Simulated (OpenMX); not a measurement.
Au:

```xyz
1
Lattice="2.7484 0.0000 0.0000 0.0000 2.7484 0.0000 0.0000 0.0000 2.7484" Properties=species:S:1:pos:R:3 pbc="T T T"
Au    1.3742    1.3742    1.3742
```

The cell was built by a generator and needn't be a form met in nature.

Base run:

```yaml
Program: OpenMX 3.8.5
Functional: PBE
Dispersion: D3(BJ)
Potentials_or_basis: OpenMX 2013 PBE set, Au7.0-s3p2d2f1, grid cutoff 400 Ry
k_mesh: 7 × 7 × 7
Occupations: fermi-dirac, width 0.05 eV
Spin: no spin polarisation
```

Its results: band gap on the k mesh none (metal or under the smearing width); pressure -3.2 GPa.

Q: The run is repeated on the same cell with these changes: dispersion from D3(BJ) to D3. What comes out?

A: Band gap on the k mesh none (metal or under the smearing width); pressure -5.1 GPa.

Caveats: the basis of atomic orbitals isn't converged, which shifts pressures, moduli and gaps; pairwise dispersion overbinds metals, which lowers pressure and volume.

Not every run made on this cell is shown here.
